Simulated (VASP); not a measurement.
# Sb (I4/mmm) in VASP: further runs

Runs on Sb. Level: r2SCAN. Tasks: single point.

Everything below comes from runs of VASP 6.6.1. Logs are shortened: lines on timing, memory, paths and dates and some standing lists are left out, and cuts for length are marked.

### 1 Starting point

The structure is tetragonal, space group I4/mmm (No. 139). The conventional cell has a = 3.153 Å, b = 3.153 Å, c = 5.424 Å, α = 90.00°, β = 90.00°, γ = 90.00°. Sb (site symmetry 4/mmm) is surrounded by 12 Sb at 3.15 to 3.51 Å.

This isn't the form of Sb at room conditions, which is rhombohedral.

### 2 Single point, r2SCAN

Input file INCAR:

```
ADDGRID = False
ALGO = Normal
EDIFF = 1E-6
ENCUT = 400
ISIF = 2
ISMEAR = 0
LASPH = True
LCHARG = False
LMIXTAU = True
LREAL = False
LWAVE = False
METAGGA = R2SCAN
NBANDS = 8
NELM = 100
PREC = Accurate
SIGMA = 0.5
```

Input file KPOINTS:

```
k-points
0
Gamma
  5 5 5
```

Input file POSCAR:

```
Sb
1.0
   -1.5765401831      1.5765401831      2.7119384313
    1.5765401831     -1.5765401831      2.7119384313
    1.5765401831      1.5765401831     -2.7119384313
Sb
1
Direct
    0.0000000000      0.0000000000      0.0000000000
```

Potentials or basis: VASP PAW PBE potentials, release 64 (Sb).

Command:

```
$ cat potpaw_PBE.64/Sb/POTCAR > POTCAR
$ mpirun -np 1 vasp_std > vasp.out
```

OUTCAR:

```text
EDIFF = 1E-6
   ENCUT = 400
   ISIF = 2
   ISMEAR = 0
   LASPH = True
   LREAL = False
   METAGGA = R2SCAN
   NELM = 100
   PREC = Accurate

 Found     18 irreducible k-points:

 Following reciprocal coordinates:
            Coordinates               Weight
  0.000000  0.000000  0.000000      1.000000
  0.200000 -0.000000  0.000000      8.000000
  0.400000  0.000000 -0.000000      8.000000
  0.200000  0.200000  0.000000      8.000000
  0.400000  0.200000  0.000000     16.000000
 -0.400000  0.200000 -0.000000     16.000000
   k-points           NKPTS =     18   k-points in BZ     NKDIM =     18   number of bands    NBANDS=      8
   number of dos      NEDOS =    301   number of ions     NIONS =      1
   total plane-waves  NPLWV =  13824
   dimension x,y,z NGX =    24 NGY =   24 NGZ =   24
   dimension x,y,z NGXF=    48 NGYF=   48 NGZF=   48
   ions per type =               1
   NGX,Y,Z   is equivalent  to a cutoff of  11.36, 11.36, 11.36 a.u.
   NGXF,Y,Z  is equivalent  to a cutoff of  22.73, 22.73, 22.73 a.u.
 SYSTEM =  unknown system
   PREC   = accura    normal or accurate (medium, high low for compatibility)
   ISTART =      0    job   : 0-new  1-cont  2-samecut
   ICHARG =      2    charge: 1-file 2-atom 10-const
   ISPIN  =      1    spin polarized calculation?
   LNONCOLLINEAR =      F non collinear calculations
   LSORBIT =      F    spin-orbit coupling
   LASPH  =      T    aspherical Exc in radial PAW
   ENCUT  =  400.0 eV  29.40 Ry    5.42 a.u.   5.73  5.73  5.73*2*pi/ulx,y,z
   NELM   =    100;   NELMIN=  2; NELMDL= -5     # of ELM steps
   EDIFF  = 0.1E-05   stopping-criterion for ELM
   LREAL  =      F    real-space projection
   EDIFFG = 0.1E-04   stopping-criterion for IOM
   NSW    =      0    number of steps for IOM
   IBRION =     -1    ionic relax: 0-MD 1-quasi-New 2-CG
   NFREE  =      0    steps in history (QN), initial steepest desc. (CG)
   ISIF   =      2    stress and relaxation
   ISYM   =      2    0-nonsym 1-usesym 2-fastsym
   POTIM  = 0.5000    time-step for ionic-motion
   TEBEG  =    0.0;   TEEND  =   0.0 temperature during run
   PSTRESS=    0.0 pullay stress
   NELECT =       5.0000    total number of electrons
   NUPDOWN=      -1.0000    fix difference up-down
   EMIN   =  10.00;   EMAX   =-10.00  energy-range for DOS
   EFERMI =   0.00;   METHOD = LEGACY
   ISMEAR =     0;   SIGMA  =   0.50  broadening in eV -4-tet -1-fermi 0-gaus
   EFERMI_NEDOS =   21; number of points for ismear=-14 and -15
   IALGO  =     38    algorithm
   IMIX   =      4    mixing-type and parameters
     AMIX     =   0.40;   BMIX     =  1.00
     AMIX_MAG =   1.60;   BMIX_MAG =  1.00
  volume/ion in A,a.u.               =      26.96       181.95
  Fermi-wavevector in a.u.,A,eV,Ry     =   0.933573  1.764197 11.858269  0.871558
  Thomas-Fermi vector in A             =   2.060288
   LORBIT       =      0    0 simple, 1 ext, 2 COOP (PROOUT), +10 PAW based schemes
   METAGGA = R2SCAN    functional components
   LHFCALC =     F    Hartree Fock is set to
   AEXX    =    0.0000 exact exchange contribution
   IVDW    =     0    specifies the selected vdW correction
   LEPSILON=     F    determine dielectric tensor
   LRPA    =     F    only Hartree local field effects (RPA)
 non-spin polarized calculation
 Gauss-broadening in eV      SIGMA  =   0.50
  energy-cutoff  :      400.00
  volume of cell :       26.96
 maximum number of plane-waves:       501
   NGX = 11   NGY = 11   NGZ = 11

 number of electron       5.0000001 magnetization

 Free energy of the ion-electron system (eV)
  ---------------------------------------------------
  ext. energy  EPLUGINS =         0.00000000
  ---------------------------------------------------
  free energy    TOTEN  =       -25.24714526 eV

  energy without entropy =      -25.13332204  energy(sigma->0) =      -25.19023365

 E-fermi :   8.5429     XC(G=0): -10.7878

 val. band max:        8.2616560837   @ k =  -0.2000   0.2000   0.2000
 cond. band min:       8.6469811249   @ k =   0.4000   0.4000  -0.0000
 fundamental gap:      0.3853250411
 Fermi energy:         8.5428736753

 k-point     1 :       0.0000    0.0000    0.0000
  band No.  band energies     occupation
      1      -5.1332      2.00000
      2      13.3267      0.00000
      3      14.1942      0.00000
      4      14.1942      0.00000
      5      18.1684      0.00000
      6      19.6769      0.00000
      7      19.7342      0.00000
      8      19.7342      0.00000

 k-point     2 :       0.2000   -0.0000    0.0000
  band No.  band energies     occupation
      1      -4.2881      2.00000
      2       9.2406      0.04844
      3      12.0296      0.00000
      4      14.0743      0.00000
      5      16.6309      0.00000
      6      18.4903      0.00000
      7      20.9104      0.00000
      8      21.1313      0.00000

 k-point     3 :       0.4000    0.0000   -0.0000
  band No.  band energies     occupation
      1      -1.9437      2.00000
      2       3.6508      2.00000
      3      10.4951      0.00000
      4      14.1024      0.00000
      5      15.1929      0.00000
      6      18.7857      0.00000
      7      20.0509      0.00000
      8      20.5838      0.00000

 k-point     4 :       0.2000    0.2000    0.0000
  band No.  band energies     occupation
      1      -3.0504      2.00000
      2       7.9999      1.87539
      3       8.7333      0.59025
      4      11.2863      0.00000
      5      17.3834      0.00000
      6      18.6462      0.00000
      7      19.7207      0.00000
      8      21.5657      0.00000

 k-point     5 :       0.4000    0.2000    0.0000
  band No.  band energies     occupation
      1      -0.6185      2.00000
      2       3.5241      2.00000
      3       8.6696      0.72006
      4      10.2091      0.00000
      5      15.4726      0.00000
      6      17.8669      0.00000
      7      22.3968      0.00000
      8      22.4529      0.00000

 k-point     6 :      -0.4000    0.2000   -0.0000
  band No.  band energies     occupation
      1      -1.8328      2.00000
      2       5.4399      2.00000
      3       9.7210      0.00086
      4      10.7236      0.00000
      5      15.1612      0.00000
      6      17.3563      0.00000
      7      18.8516      0.00000
      8      23.7031      0.00000

 [... further k-points ...]

------------------------ aborting loop because EDIFF is reached ----------------------------------------

  FORCE on cell =-STRESS in cart. coord.  units (eV):
  Direction    XX          YY          ZZ          XY          YZ          ZX
  --------------------------------------------------------------------------------------
  -------------------------------------------------------------------------------------
  Total        0.2072713      0.2072713      0.2239112      0.0000000      0.0000000      0.0000000
  in kB       12.3168565     12.3168565     13.3056593      0.0000000      0.0000000      0.0000000
  external PRESSURE =      12.6464575 kB  Pullay stress =       0.0000000 kB

 VOLUME and BASIS-vectors are now :
 -----------------------------------------------------------------------------
  energy-cutoff  :      400.00
  volume of cell :       26.96
      direct lattice vectors                 reciprocal lattice vectors
    -1.576540183  1.576540183  2.711938431     0.000000000  0.317150178  0.184369967
     1.576540183 -1.576540183  2.711938431     0.317150178  0.000000000  0.184369967
     1.576540183  1.576540183 -2.711938431     0.317150178  0.317150178  0.000000000

 POSITION                                       TOTAL-FORCE (eV/Angst)
 -----------------------------------------------------------------------------------
      0.00000      0.00000      0.00000        -0.000000      0.000000      0.000000
 -----------------------------------------------------------------------------------
    total drift:                                0.000000     -0.000000     -0.000000

  FREE ENERGIE OF THE ION-ELECTRON SYSTEM (eV)
  ---------------------------------------------------
  free  energy   TOTEN  =       -25.2471452644 eV

  energy  without entropy=      -25.1333220411  energy(sigma->0) =      -25.19023365
```

Run time: 12 s. Hardware: 1 thread of Intel Xeon Platinum 8375C at 2.90GHz (Ice Lake), shared host; peak memory 0.13 GiB.

The run converged, but some of its settings lie outside the range that counts as converged, so its numbers aren't taken as properties of the crystal.

What came out:

| Property | Result |
| --- | --- |
| Free energy | -25.2471 eV |
| Pressure | 1.3 GPa |
| Band gap on the k mesh | none (metal or under the smearing width) |

Caveat: the k mesh is coarse (spacing up to 0.56 Å⁻¹), so the values aren't converged; the PAW data sets were made with another functional, which shifts forces and pressure a little.

### 3 Single point, r2SCAN

INCAR is that of step 2.

KPOINTS is that of step 2.

Input file POSCAR:

```
Sb
1.0
   -1.5638750000      1.6131910000      2.7402030000
    1.6104090000     -1.5604430000      2.7365900000
    1.5281950000      1.5247630000     -2.7095380000
Sb
1
Direct
    0.0004760000      0.0218010000      0.0165680000
```

Potentials or basis: VASP PAW PBE potentials, release 64 (Sb).

Command:

```
$ cat potpaw_PBE.64/Sb/POTCAR > POTCAR
$ mpirun -np 1 vasp_std > vasp.out
```

OUTCAR:

```text
EDIFF = 1E-6
   ENCUT = 400
   ISIF = 2
   ISMEAR = 0
   LASPH = True
   LREAL = False
   METAGGA = R2SCAN
   NELM = 100
   PREC = Accurate

 Found     63 irreducible k-points:

 Following reciprocal coordinates:
            Coordinates               Weight
  0.000000  0.000000  0.000000      1.000000
  0.200000  0.000000 -0.000000      2.000000
  0.400000  0.000000 -0.000000      2.000000
  0.000000  0.200000  0.000000      2.000000
  0.200000  0.200000 -0.000000      2.000000
  0.400000  0.200000 -0.000000      2.000000
   k-points           NKPTS =     63   k-points in BZ     NKDIM =     63   number of bands    NBANDS=      8
   number of dos      NEDOS =    301   number of ions     NIONS =      1
   total plane-waves  NPLWV =  13824
   dimension x,y,z NGX =    24 NGY =   24 NGZ =   24
   dimension x,y,z NGXF=    48 NGYF=   48 NGZF=   48
   ions per type =               1
   NGX,Y,Z   is equivalent  to a cutoff of  11.26, 11.28, 11.52 a.u.
   NGXF,Y,Z  is equivalent  to a cutoff of  22.52, 22.55, 23.03 a.u.
 SYSTEM =  unknown system
   PREC   = accura    normal or accurate (medium, high low for compatibility)
   ISTART =      0    job   : 0-new  1-cont  2-samecut
   ICHARG =      2    charge: 1-file 2-atom 10-const
   ISPIN  =      1    spin polarized calculation?
   LNONCOLLINEAR =      F non collinear calculations
   LSORBIT =      F    spin-orbit coupling
   LASPH  =      T    aspherical Exc in radial PAW
   ENCUT  =  400.0 eV  29.40 Ry    5.42 a.u.   5.78  5.77  5.65*2*pi/ulx,y,z
   NELM   =    100;   NELMIN=  2; NELMDL= -5     # of ELM steps
   EDIFF  = 0.1E-05   stopping-criterion for ELM
   LREAL  =      F    real-space projection
   EDIFFG = 0.1E-04   stopping-criterion for IOM
   NSW    =      0    number of steps for IOM
   IBRION =     -1    ionic relax: 0-MD 1-quasi-New 2-CG
   NFREE  =      0    steps in history (QN), initial steepest desc. (CG)
   ISIF   =      2    stress and relaxation
   ISYM   =      2    0-nonsym 1-usesym 2-fastsym
   POTIM  = 0.5000    time-step for ionic-motion
   TEBEG  =    0.0;   TEEND  =   0.0 temperature during run
   PSTRESS=    0.0 pullay stress
   NELECT =       5.0000    total number of electrons
   NUPDOWN=      -1.0000    fix difference up-down
   EMIN   =  10.00;   EMAX   =-10.00  energy-range for DOS
   EFERMI =   0.00;   METHOD = LEGACY
   ISMEAR =     0;   SIGMA  =   0.50  broadening in eV -4-tet -1-fermi 0-gaus
   EFERMI_NEDOS =   21; number of points for ismear=-14 and -15
   IALGO  =     38    algorithm
   IMIX   =      4    mixing-type and parameters
     AMIX     =   0.40;   BMIX     =  1.00
     AMIX_MAG =   1.60;   BMIX_MAG =  1.00
  volume/ion in A,a.u.               =      26.96       181.95
  Fermi-wavevector in a.u.,A,eV,Ry     =   0.933573  1.764197 11.858272  0.871558
  Thomas-Fermi vector in A             =   2.060288
   LORBIT       =      0    0 simple, 1 ext, 2 COOP (PROOUT), +10 PAW based schemes
   METAGGA = R2SCAN    functional components
   LHFCALC =     F    Hartree Fock is set to
   AEXX    =    0.0000 exact exchange contribution
   IVDW    =     0    specifies the selected vdW correction
   LEPSILON=     F    determine dielectric tensor
   LRPA    =     F    only Hartree local field effects (RPA)
 non-spin polarized calculation
 Gauss-broadening in eV      SIGMA  =   0.50
  energy-cutoff  :      400.00
  volume of cell :       26.96
 maximum number of plane-waves:       498
   NGX = 11   NGY = 11   NGZ = 11

 number of electron       5.0000000 magnetization

 Free energy of the ion-electron system (eV)
  ---------------------------------------------------
  ext. energy  EPLUGINS =         0.00000000
  ---------------------------------------------------
  free energy    TOTEN  =       -25.25146455 eV

  energy without entropy =      -25.14129341  energy(sigma->0) =      -25.19637898

 E-fermi :   8.5366     XC(G=0): -10.7801

 val. band max:        8.5124787016   @ k =   0.4000   0.4000   0.2000
 cond. band min:       8.6021757263   @ k =   0.2000   0.2000  -0.0000
 fundamental gap:      0.0896970247
 Fermi energy:         8.5365772102

 k-point     1 :       0.0000    0.0000    0.0000
  band No.  band energies     occupation
      1      -5.1376      2.00000
      2      13.1605      0.00000
      3      14.1931      0.00000
      4      14.2442      0.00000
      5      18.1009      0.00000
      6      19.3392      0.00000
      7      19.7378      0.00000
      8      19.9613      0.00000
[... 45 lines left out ...]
 k-point     6 :       0.4000    0.2000   -0.0000
  band No.  band energies     occupation
      1      -0.7275      2.00000
      2       3.4853      2.00000
      3       8.7074      0.62907
      4      10.3446      0.00000
      5      15.8637      0.00000
      6      17.9317      0.00000
      7      22.2274      0.00000
      8      22.7555      0.00000

 [... further k-points ...]

------------------------ aborting loop because EDIFF is reached ----------------------------------------

  FORCE on cell =-STRESS in cart. coord.  units (eV):
  Direction    XX          YY          ZZ          XY          YZ          ZX
  --------------------------------------------------------------------------------------
  -------------------------------------------------------------------------------------
  Total        0.2616719      0.2594416      0.1831046     -0.1513594      0.1437545      0.1230589
  in kB       15.5495502     15.4170198     10.8807795     -8.9943565      8.5424493      7.3126323
  external PRESSURE =      13.9491165 kB  Pullay stress =       0.0000000 kB

 VOLUME and BASIS-vectors are now :
 -----------------------------------------------------------------------------
  energy-cutoff  :      400.00
  volume of cell :       26.96
      direct lattice vectors                 reciprocal lattice vectors
    -1.563875000  1.613191000  2.740203000     0.002055809  0.316948054  0.179518554
     1.610409000 -1.560443000  2.736590000     0.317083613  0.001847581  0.179876686
     1.528195000  1.524763000 -2.709538000     0.322328449  0.322401118 -0.005843793

 POSITION                                       TOTAL-FORCE (eV/Angst)
 -----------------------------------------------------------------------------------
      0.05968     -0.00799      0.01607        -0.000000     -0.000000      0.000000
 -----------------------------------------------------------------------------------
    total drift:                               -0.000000     -0.000000      0.000001

  FREE ENERGIE OF THE ION-ELECTRON SYSTEM (eV)
  ---------------------------------------------------
  free  energy   TOTEN  =       -25.2514645490 eV

  energy  without entropy=      -25.1412934098  energy(sigma->0) =      -25.19637898
```

stdout:

```text
POSCAR found type information on POSCAR Sb
 POSCAR found :  1 types and       1 ions
 scaLAPACK will be used
 -----------------------------------------------------------------------------
|                                                                             |
|                                                                             |
|     You enforced a specific xc type in the INCAR file but a different       |
|     I HOPE YOU KNOW WHAT YOU ARE DOING!                                     |
|                                                                             |
 -----------------------------------------------------------------------------

 LDA part: xc-table for (None), standard interpolation
 POSCAR, INCAR and KPOINTS ok, starting setup
 FFT: planning ... GRIDC
 FFT: planning ... GRID_SOFT
 FFT: planning ... GRID
 WAVECAR not read
 entering main loop
```

Run time: 23 s. Hardware: 1 thread of Intel Xeon Platinum 8375C at 2.90GHz (Ice Lake), shared host; peak memory 0.14 GiB.

These settings aren't checked as converged: the numbers below hold their error.

Results:

```yaml
Free_energy: -25.2515 eV
Pressure: 1.4 GPa
Band_gap_on_the_k_mesh: none (metal or under the smearing width)
```

Caveat: the k mesh is coarse (spacing up to 0.57 Å⁻¹), so the values aren't converged; the PAW data sets were made with another functional, which shifts forces and pressure a little.

[end of part 1 of 2]
